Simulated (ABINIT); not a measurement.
Al2O3:

```xyz
5
Lattice="3.0175 0.0000 0.0000 -1.5087 2.6132 0.0000 0.0000 0.0000 7.5746" Properties=species:S:1:pos:R:3 pbc="T T T"
Al    0.0000    0.0000    5.4693
Al    0.0000    0.0000    2.1054
O     0.0000    0.0000    3.7873
O     1.5087    0.8711    6.0638
O     0.0000    1.7421    1.5108
```

Measurements of this composition are mostly on another form, of space group No. 167.

| Quantity | Value |
| --- | --- |
| Program | ABINIT 10.8.3 (patched build) |
| Task | relaxation of cell and atoms |
| Functional | r2SCAN |
| Potentials or basis | JTH PAW PBE v2.0 |
| Cutoff | 762 eV |
| k mesh | 7 × 7 × 3 |
| Occupations | fermi-dirac, width 0.05 eV |
| Spin | no spin polarisation |

At the start: pressure -5.4 GPa; volume 11.95 Å³/atom.

Question: How do energy, volume and symmetry change on relaxing?

Answer: Over 4 steps the energy falls by 6.7 meV/atom and the volume is 11.59 Å³/atom (-3.0 %); space group P-3m1 (No. 164, to 0.05 Å).

Step by step:
```tsv
step	energy change (eV)	largest force (eV/Å)	pressure (GPa)	volume (Å³)
1	0.0000	0.3783	-5.37	59.73
2	-0.0262	0.2100	-2.40	58.75
3	-0.0334	0.0281	0.09	57.94
4	-0.0334	0.0137	0.03	57.96
```

Final structure:
```yaml
crystal:
  lattice:
    - [2.98581, 0.00000, 0.00000]
    - [-1.49290, 2.58579, 0.00000]
    - [0.00000, 0.00000, 7.50673]
  atoms:
    - { symbol: Al, position: [0.00000, 0.00000, 0.72199] }
    - { symbol: Al, position: [0.00000, 0.00000, 0.27801] }
    - { symbol: O, position: [0.00000, 0.00000, 0.50000] }
    - { symbol: O, position: [0.66667, 0.33333, 0.79948] }
    - { symbol: O, position: [0.33333, 0.66667, 0.20052] }
```

Caveat: the PAW data sets were made with another functional, which shifts forces and pressure a little; the atomic spheres overlap.
